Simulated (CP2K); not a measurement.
# TiSe2 at PBE/DZVP: moving one setting at a time

Aim: start from a run with usual settings and see what each changed setting does to the results.

A COD entry behind a cell of this session may itself be a prediction, so a difference from it is no test against experiment.

Program: CP2K 2026.2. Level of theory: PBE/DZVP, atoms fixed, no spin polarisation. These are calculated values, not measurements.

## (1) The structure to begin with

It takes space group P-3m1 (No. 164, trigonal). Conventional cell: a = 3.542 Å, b = 3.542 Å, c = 6.092 Å, α = 90.00°, β = 90.00°, γ = 120.00°. Around Ti (site symmetry -3m) lie 6 Se at 2.55 Å. Around Se (site symmetry 3m) lie 3 Ti at 2.55 Å.

Structure file:

```
Ti Se
1.0
     3.54203    0.00000    0.00000
    -1.77101    3.06748    0.00000
     0.00000    0.00000    6.09151
Ti Se
1 2
Cartesian
  0.0000 0.0000 0.0000
  0.0000 2.0450 1.5221
  1.7710 1.0225 4.5694
```

## (2) The reference run

A small atomic basis brings errors of its own in gap and pressure, and the grid adds noise to the pressure.

run.inp

```
&GLOBAL
 PROJECT run
 RUN_TYPE ENERGY_FORCE
 PRINT_LEVEL LOW
&END GLOBAL
&FORCE_EVAL
 METHOD QS
 STRESS_TENSOR ANALYTICAL
 &DFT
  BASIS_SET_FILE_NAME BASIS_MOLOPT
  POTENTIAL_FILE_NAME GTH_POTENTIALS
  &QS
   EXTRAPOLATION USE_GUESS
  &END QS
  &MGRID
   CUTOFF 500
   REL_CUTOFF 50
  &END MGRID
  &XC
   &XC_FUNCTIONAL PBE
   &END XC_FUNCTIONAL
  &END XC
  &KPOINTS
   SCHEME MONKHORST-PACK 5 5 3
   SYMMETRY F
   FULL_GRID F
  &END KPOINTS
  &SCF
   ADDED_MOS 9
   EPS_SCF 1e-6
   MAX_SCF 80
   &DIAGONALIZATION
   &END DIAGONALIZATION
   &MIXING
    METHOD BROYDEN_MIXING
    ALPHA 0.3
   &END MIXING
   &SMEAR
    METHOD FERMI_DIRAC
    ELECTRONIC_TEMPERATURE [K] 232
   &END SMEAR
   &PRINT
    &ITERATION_INFO
    &END ITERATION_INFO
   &END PRINT
  &END SCF
  &PRINT
   &BAND_STRUCTURE
    FILE_NAME bands.bs
    ADDED_MOS 6
    &KPOINT_SET
     UNITS B_VECTOR
     SPECIAL_POINT 0.00000000 0.00000000 0.00000000
     NPOINTS 0
    &END KPOINT_SET
    &KPOINT_SET
     UNITS B_VECTOR
     SPECIAL_POINT 0.50000000 0.00000000 0.00000000
     NPOINTS 0
    &END KPOINT_SET
    &KPOINT_SET
     UNITS B_VECTOR
     SPECIAL_POINT 0.33333333 0.33333333 0.00000000
     NPOINTS 0
    &END KPOINT_SET
    &KPOINT_SET
     UNITS B_VECTOR
     SPECIAL_POINT 0.00000000 0.00000000 0.50000000
     NPOINTS 0
    &END KPOINT_SET
    &KPOINT_SET
     UNITS B_VECTOR
     SPECIAL_POINT 0.50000000 0.00000000 0.50000000
     NPOINTS 0
    &END KPOINT_SET
    &KPOINT_SET
     UNITS B_VECTOR
     SPECIAL_POINT 0.33333333 0.33333333 0.50000000
     NPOINTS 0
    &END KPOINT_SET
   &END BAND_STRUCTURE
  &END PRINT
 &END DFT
 &SUBSYS
  &CELL
   A 3.54202522 0.00000000 0.00000000
   B -1.77101261 3.06748382 0.00000000
   C 0.00000000 0.00000000 6.09150644
  &END CELL
  &COORD
   SCALED
   Ti -0.00000000 0.00000000 0.00000000
   Se 0.33333333 0.66666667 0.24986930
   Se 0.66666667 0.33333333 0.75013070
  &END COORD
  &KIND Ti
   BASIS_SET DZVP-MOLOPT-SR-GTH
   POTENTIAL GTH-PBE
  &END KIND
  &KIND Se
   BASIS_SET DZVP-MOLOPT-SR-GTH
   POTENTIAL GTH-PBE
  &END KIND
 &END SUBSYS
 &PRINT
  &STRESS_TENSOR
  &END STRESS_TENSOR
  &FORCES
  &END FORCES
 &END PRINT
&END FORCE_EVAL
```

Run with:

```console
> cp2k.psmp -i run.inp
```

The log of the run, shortened:

```text
CP2K| version string:                                       CP2K version 2026.2
[...]
                             - Atoms:                                          3
[...]
                             - Spherical basis functions:                     52
[...]
 Number of electrons:                                                         24
[...]
     1 NoMix/Diag. 0.30E+00    0.4     1.87405816       -77.4572063995 -7.75E+01
[...]
    14 Broy./Diag. 0.30E+00    0.6     0.00000033       -77.1778438958 -3.89E-06
  *** SCF run converged in    14 steps ***
[...]
  Overlap energy of the core charge distribution:               0.00000000000323
  Self energy of the core charge distribution:               -146.72422606195522
  Core Hamiltonian energy:                                     36.03341715050670
  Hartree energy:                                              44.99942122455354
  Exchange-correlation energy:                                -11.48639958234459
  Electronic entropic energy:                                  -0.00005662690433
  Fermi energy:                                                 0.21783079745464
  Total energy:                                               -77.17784389579357
  Total energy (extrapolated to T->0):                        -77.17781558234141
[...]
 ENERGY| Total FORCE_EVAL ( QS ) energy [hartree]            -77.177849563705493
 FORCES| Atomic forces [hartree/bohr]
 FORCES|   Atom     x               y               z               |f|
 FORCES|      1 -4.49963327E-14  6.43078740E-09 -2.07214947E-09   6.75639179E-09
 FORCES|      2 -7.53194191E-09 -6.52331658E-09  6.00719570E-03   6.00719570E-03
 FORCES|      3  7.53196259E-09  9.48559887E-11 -6.00719361E-03   6.00719361E-03
 FORCES| Sum    -2.43117517E-14  2.32681373E-12  1.09616587E-11
 FORCES| Total atomic force                                       1.12059187E-11
 STRESS| Analytical stress tensor [bar]
 STRESS|                        x                   y                   z
 STRESS|      x        1.07635849320E+04   4.51552937931E+00  -3.29558784913E-02
 STRESS|      y        4.51552937931E+00   1.07686850818E+04  -1.74516616640E-02
 STRESS|      z       -3.29558784913E-02  -1.74516616640E-02   3.69973309269E+04
 STRESS| 1/3 Trace                                             1.95098669802E+04
 STRESS| Determinant                                           4.28834716418E+12
[...]
```

Run time: 11 s. Hardware: 2 threads of Arm Neoverse V1, shared host; peak memory 0.28 GiB.

No gap; pressure 2.0 GPa.

## (3) Change: EPS_SCF = 1e-4

run.inp, as its differences from that of step 2:

```diff
@@ -29,3 +29,3 @@
    ADDED_MOS 9
-   EPS_SCF 1e-6
+   EPS_SCF 1e-4
    MAX_SCF 80
```

Run with:

```console
> cp2k.psmp -i run.inp
```

The log of the run, shortened:

```text
CP2K| version string:                                       CP2K version 2026.2
[...]
                             - Atoms:                                          3
[...]
                             - Spherical basis functions:                     52
[...]
 Number of electrons:                                                         24
[...]
     1 NoMix/Diag. 0.30E+00    0.5     1.87405816       -77.4572063995 -7.75E+01
[...]
     9 Broy./Diag. 0.30E+00    0.6     0.00001590       -77.1776093981  5.62E-04
  *** SCF run converged in     9 steps ***
[...]
  Overlap energy of the core charge distribution:               0.00000000000323
  Self energy of the core charge distribution:               -146.72422606195522
  Core Hamiltonian energy:                                     36.03349704063210
  Hartree energy:                                              44.99953936344270
  Exchange-correlation energy:                                -11.48636309946269
  Electronic entropic energy:                                  -0.00005662695325
  Fermi energy:                                                 0.21782650491457
  Total energy:                                               -77.17760939813903
  Total energy (extrapolated to T->0):                        -77.17758108466241
[...]
 ENERGY| Total FORCE_EVAL ( QS ) energy [hartree]            -77.177849563248714
 FORCES| Atomic forces [hartree/bohr]
 FORCES|   Atom     x               y               z               |f|
 FORCES|      1 -4.87844119E-14  6.42900597E-09 -2.07185922E-09   6.75460720E-09
 FORCES|      2 -7.52981114E-09 -6.52400683E-09  6.00728465E-03   6.00728465E-03
 FORCES|      3  7.52983182E-09  9.73339449E-11 -6.00728257E-03   6.00728257E-03
 FORCES| Sum    -2.81098838E-14  2.33309112E-12  1.09558109E-11
 FORCES| Total atomic force                                       1.12015132E-11
 STRESS| Analytical stress tensor [bar]
 STRESS|                        x                   y                   z
 STRESS|      x        1.07650891847E+04   4.51554258121E+00  -3.29615127219E-02
 STRESS|      y        4.51554258121E+00   1.07701893382E+04  -1.74365008951E-02
 STRESS|      z       -3.29615127219E-02  -1.74365008951E-02   3.69996740598E+04
 STRESS| 1/3 Trace                                             1.95116508609E+04
 STRESS| Determinant                                           4.28981725956E+12
[...]
```

It took 8.2 s on 2 threads of Arm Neoverse V1, shared host; peak memory 0.28 GiB.

Neither run has a gap; the energy moves by 0.0 meV/atom.

## (4) Change: XC_FUNCTIONAL = BLYP

run.inp, as its differences from that of step 3:

```diff
@@ -19,3 +19,3 @@
   &XC
-   &XC_FUNCTIONAL PBE
+   &XC_FUNCTIONAL BLYP
    &END XC_FUNCTIONAL
@@ -29,3 +29,3 @@
    ADDED_MOS 9
-   EPS_SCF 1e-4
+   EPS_SCF 1e-6
    MAX_SCF 80
```

Run with:

```console
> cp2k.psmp -i run.inp
```

The log of the run, shortened:

```text
CP2K| version string:                                       CP2K version 2026.2
[...]
                             - Atoms:                                          3
[...]
                             - Spherical basis functions:                     52
[...]
 Number of electrons:                                                         24
[...]
     1 NoMix/Diag. 0.30E+00    0.5     1.90136044       -77.3159505422 -7.73E+01
[...]
    11 Broy./Diag. 0.30E+00    0.9     0.00000087       -77.0405151621 -7.50E-05
  *** SCF run converged in    11 steps ***
[...]
  Overlap energy of the core charge distribution:               0.00000000000323
  Self energy of the core charge distribution:               -146.72422606195522
  Core Hamiltonian energy:                                     36.22086194997259
  Hartree energy:                                              44.84800687892489
  Exchange-correlation energy:                                -11.38511986189629
  Electronic entropic energy:                                  -0.00003806704367
  Fermi energy:                                                 0.23090987515518
  Total energy:                                               -77.04051516213461
  Total energy (extrapolated to T->0):                        -77.04049612861277
[...]
 ENERGY| Total FORCE_EVAL ( QS ) energy [hartree]            -77.040506026833313
 FORCES| Atomic forces [hartree/bohr]
 FORCES|   Atom     x               y               z               |f|
 FORCES|      1 -8.55581450E-13  8.48710794E-09 -2.61208404E-09   8.87997663E-09
 FORCES|      2  1.70459618E-07 -1.10513084E-07  7.55448201E-03   7.55448201E-03
 FORCES|      3 -1.70458662E-07  1.02051210E-07 -7.55447951E-03   7.55447951E-03
 FORCES| Sum     9.97229746E-14  2.52348460E-11 -1.11113391E-10
 FORCES| Total atomic force                                       1.13942938E-10
 STRESS| Analytical stress tensor [bar]
 STRESS|                        x                   y                   z
 STRESS|      x        5.52349426587E+04  -2.14970855980E+01   6.40925154976E-01
 STRESS|      y       -2.14970855980E+01   5.52100057984E+04  -3.97295096140E-01
 STRESS|      z        6.40925154976E-01  -3.97295096140E-01   6.73032104697E+04
 STRESS| 1/3 Trace                                             5.92493863089E+04
 STRESS| Determinant                                           2.05242556512E+14
[...]
```

Wall time 10 s (2 threads of Arm Neoverse V1, shared host); peak memory 0.28 GiB.

Totals of another method or basis aren't compared here.

## (5) Change: EPS_SCF = 1e-9

run.inp, as its differences from that of step 4:

```diff
@@ -19,3 +19,3 @@
   &XC
-   &XC_FUNCTIONAL BLYP
+   &XC_FUNCTIONAL PBE
    &END XC_FUNCTIONAL
@@ -29,3 +29,3 @@
    ADDED_MOS 9
-   EPS_SCF 1e-6
+   EPS_SCF 1e-9
    MAX_SCF 80
```

Run with:

```console
> cp2k.psmp -i run.inp
```

The log of the run, shortened:

```text
CP2K| version string:                                       CP2K version 2026.2
[...]
                             - Atoms:                                          3
[...]
                             - Spherical basis functions:                     52
[...]
 Number of electrons:                                                         24
[...]
     1 NoMix/Diag. 0.30E+00    0.6     1.87405816       -77.4572063995 -7.75E+01
[...]
    24 Broy./Diag. 0.30E+00    1.1     7.8820E-10       -77.1778495662 -6.00E-09
  *** SCF run converged in    24 steps ***
[...]
  Overlap energy of the core charge distribution:               0.00000000000323
  Self energy of the core charge distribution:               -146.72422606195522
  Core Hamiltonian energy:                                     36.03341559233661
  Hartree energy:                                              44.99941694957785
  Exchange-correlation energy:                                -11.48639941910778
  Electronic entropic energy:                                  -0.00005662710086
  Fermi energy:                                                 0.21783081956368
  Total energy:                                               -77.17784956624503
  Total energy (extrapolated to T->0):                        -77.17782125269460
[...]
 ENERGY| Total FORCE_EVAL ( QS ) energy [hartree]            -77.177849563701884
 FORCES| Atomic forces [hartree/bohr]
 FORCES|   Atom     x               y               z               |f|
 FORCES|      1 -4.93563009E-14  6.43072055E-09 -2.07211224E-09   6.75631675E-09
 FORCES|      2 -7.53179824E-09 -6.52338742E-09  6.00719946E-03   6.00719946E-03
 FORCES|      3  7.53181874E-09  9.49868216E-11 -6.00719738E-03   6.00719738E-03
 FORCES| Sum    -2.88501124E-14  2.31995547E-12  1.09911134E-11
 FORCES| Total atomic force                                       1.12333254E-11
 STRESS| Analytical stress tensor [bar]
 STRESS|                        x                   y                   z
 STRESS|      x        1.07636235503E+04   4.51552889278E+00  -3.29550039476E-02
 STRESS|      y        4.51552889278E+00   1.07687236999E+04  -1.74521576191E-02
 STRESS|      z       -3.29550039476E-02  -1.74521576191E-02   3.69973336940E+04
 STRESS| 1/3 Trace                                             1.95098936481E+04
 STRESS| Determinant                                           4.28837824963E+12
[...]
```

Wall time 24 s (2 threads of Arm Neoverse V1, shared host); peak memory 0.28 GiB.

Neither run has a gap; the energy moves by 0.0 meV/atom.

## (6) Change: KPOINTS = 4x4x4

run.inp, as its differences from that of step 5:

```diff
@@ -23,3 +23,3 @@
   &KPOINTS
-   SCHEME MONKHORST-PACK 5 5 3
+   SCHEME MONKHORST-PACK 4 4 4
    SYMMETRY F
@@ -29,3 +29,3 @@
    ADDED_MOS 9
-   EPS_SCF 1e-9
+   EPS_SCF 1e-6
    MAX_SCF 80
```

Run with:

```console
> cp2k.psmp -i run.inp
```

The log of the run, shortened:

```text
CP2K| version string:                                       CP2K version 2026.2
[...]
                             - Atoms:                                          3
[...]
                             - Spherical basis functions:                     52
[...]
 Number of electrons:                                                         24
[...]
     1 NoMix/Diag. 0.30E+00    0.6     2.06742761       -77.4572063995 -7.75E+01
[...]
    14 Broy./Diag. 0.30E+00    0.6     0.00000031       -77.1804681076  2.41E-07
  *** SCF run converged in    14 steps ***
[...]
  Overlap energy of the core charge distribution:               0.00000000000323
  Self energy of the core charge distribution:               -146.72422606195522
  Core Hamiltonian energy:                                     36.02653377477503
  Hartree energy:                                              45.00424841327365
  Exchange-correlation energy:                                -11.48701849302764
  Electronic entropic energy:                                  -0.00000574054441
  Fermi energy:                                                 0.20998177237163
  Total energy:                                               -77.18046810759493
  Total energy (extrapolated to T->0):                        -77.18046523732274
[...]
 ENERGY| Total FORCE_EVAL ( QS ) energy [hartree]            -77.180470027600691
 FORCES| Atomic forces [hartree/bohr]
 FORCES|   Atom     x               y               z               |f|
 FORCES|      1 -4.25371657E-09  6.27421071E-09 -1.93874222E-09   7.82422815E-09
 FORCES|      2 -5.38289010E-04  3.10764942E-04  4.06156866E-03   4.10885262E-03
 FORCES|      3  5.38293265E-04 -3.10771213E-04 -4.06156671E-03   4.10885173E-03
 FORCES| Sum     1.76968119E-12  3.80645634E-12  9.65894118E-12
 FORCES| Total atomic force                                       1.05316678E-11
 STRESS| Analytical stress tensor [bar]
 STRESS|                        x                   y                   z
 STRESS|      x        9.77154411139E+03   1.19749251695E+04  -1.95216680917E+03
 STRESS|      y        1.19749251695E+04   2.35989086563E+04   1.12702668730E+03
 STRESS|      z       -1.95216680917E+03   1.12702668730E+03   2.98954144095E+04
 STRESS| 1/3 Trace                                             2.10886223924E+04
 STRESS| Determinant                                           2.45180935406E+12
[...]
```

Wall time 14 s (2 threads of Arm Neoverse V1, shared host); peak memory 0.28 GiB.

Neither run has a gap; the energy moves by -23.8 meV/atom.

## (7) Change: KPOINTS = 7x7x7

run.inp, as its differences from that of step 6:

```diff
@@ -23,3 +23,3 @@
   &KPOINTS
-   SCHEME MONKHORST-PACK 4 4 4
+   SCHEME MONKHORST-PACK 7 7 7
    SYMMETRY F
```

Run with:

```console
> cp2k.psmp -i run.inp
```

The log of the run, shortened:

```text
CP2K| version string:                                       CP2K version 2026.2
[...]
                             - Atoms:                                          3
[...]
                             - Spherical basis functions:                     52
[...]
 Number of electrons:                                                         24
[...]
     1 NoMix/Diag. 0.30E+00    1.4     1.87101428       -77.4572063995 -7.75E+01
[...]
    13 Broy./Diag. 0.30E+00    1.3     0.00000091       -77.1792303893 -3.09E-06
  *** SCF run converged in    13 steps ***
[...]
  Overlap energy of the core charge distribution:               0.00000000000323
  Self energy of the core charge distribution:               -146.72422606195522
  Core Hamiltonian energy:                                     36.03008046101031
  Hartree energy:                                              45.00160362124488
  Exchange-correlation energy:                                -11.48664569434573
  Electronic entropic energy:                                  -0.00004271568211
  Fermi energy:                                                 0.21539217532535
  Total energy:                                               -77.17923038930493
  Total energy (extrapolated to T->0):                        -77.17920903146388
[...]
 ENERGY| Total FORCE_EVAL ( QS ) energy [hartree]            -77.179228651749241
 FORCES| Atomic forces [hartree/bohr]
 FORCES|   Atom     x               y               z               |f|
 FORCES|      1 -4.71328092E-14  5.79698263E-09 -4.38882863E-09   7.27095759E-09
 FORCES|      2 -7.34131419E-09 -8.79769212E-09  5.07406881E-03   5.07406881E-03
 FORCES|      3  7.34133146E-09  3.00359739E-09 -5.07406441E-03   5.07406441E-03
 FORCES| Sum    -2.98713945E-14  2.88790715E-12  9.64445971E-12
 FORCES| Total atomic force                                       1.00675967E-11
 STRESS| Analytical stress tensor [bar]
 STRESS|                        x                   y                   z
 STRESS|      x        1.34566134332E+04   4.48829456207E+00  -3.65680871016E-02
 STRESS|      y        4.48829456207E+00   1.34616970853E+04  -2.92195581132E-02
 STRESS|      z       -3.65680871016E-02  -2.92195581132E-02   3.37943230354E+04
 STRESS| 1/3 Trace                                             2.02375445180E+04
 STRESS| Determinant                                           6.12180220308E+12
[...]
```

Wall time 20 s (2 threads of Arm Neoverse V1, shared host); peak memory 0.29 GiB.

Neither run has a gap; the energy moves by -12.5 meV/atom.

## (8) Change: MAX_SCF = 2

run.inp, as its differences from that of step 7:

```diff
@@ -23,3 +23,3 @@
   &KPOINTS
-   SCHEME MONKHORST-PACK 7 7 7
+   SCHEME MONKHORST-PACK 5 5 3
    SYMMETRY F
@@ -30,3 +30,3 @@
    EPS_SCF 1e-6
-   MAX_SCF 80
+   MAX_SCF 2
    &DIAGONALIZATION
```

Run with:

```console
> cp2k.psmp -i run.inp
```

The log of the run:

```text
[... start of the log left out ...]
 * /| |                                                                        *
 *******************************************************************************

 ===== Routine Calling Stack =====

            4 scf_env_do_scf
            3 qs_energies
            2 qs_forces
            1 CP2K

Program received signal SIGABRT: Process abort signal.

Backtrace for this error:
#0  0x4b1c59d3f957 in ???
#1  0x4b1c7a5f4cac in __pthread_kill_implementation
#2  0x4b1c7a59bfb7 in raise
#3  0x4b1c7a585d37 in abort
#4  0x4b1c5a412d83 in ???
#5  0x4b1c5a414297 in ???
#6  0x4b1c5b2e99ab in ???
#7  0x4b1c5b2f3c7b in ???
#8  0x4b1c5b16555b in ???
#9  0x4b1c59ff4d13 in ???
#10  0x4b1c59dea0cf in ???
#11  0x4b1c5a6c745f in ???
#12  0x4b1c5a6c9d0b in ???
#13  0x4b1c59de0db3 in ???
#14  0x4b1c59ddef13 in ???
#15  0x4b1c7a586573 in __libc_start_call_main
#16  0x4b1c7a586657 in __libc_start_main_impl
#17  0x4b1c59ddf06f in ???
#18  0xffffffffffffffff in ???
```

It took 2 s on 2 threads of Arm Neoverse V1, shared host; peak memory 0.27 GiB.

The run did not converge: «SCF run NOT converged».

## (9) What moved

| change | ends | gap (eV) | energy (meV/atom) | pressure (GPa) | time |
| --- | --- | --- | --- | --- | --- |
| none | converged | -0.54 | 0 | 2.0 | 11 s |
| EPS_SCF = 1e-4 | converged | 0.00 | 0.0 | 0.0 | 8.2 s |
| XC_FUNCTIONAL = BLYP | converged | +0.08 | – | +4.0 | 10 s |
| EPS_SCF = 1e-9 | converged | 0.00 | 0.0 | 0.0 | 24 s |
| KPOINTS = 4x4x4 | converged | -0.03 | -23.8 | +0.2 | 14 s |
| KPOINTS = 7x7x7 | converged | -0.02 | -12.5 | +0.1 | 20 s |
| MAX_SCF = 2 | not converged | – | – | – | 2 s |

The first row holds values, the others changes from it. Keys are the program's: temperature in eV (tblite) or K (CP2K), cutoffs in Ry, CUTOFP in Å. Among the numerical settings, KPOINTS = 4x4x4 moves the energy most (-23.8 meV/atom). 1 of the 6 changes gave no result. The changed runs test settings; they are no properties of the crystal.
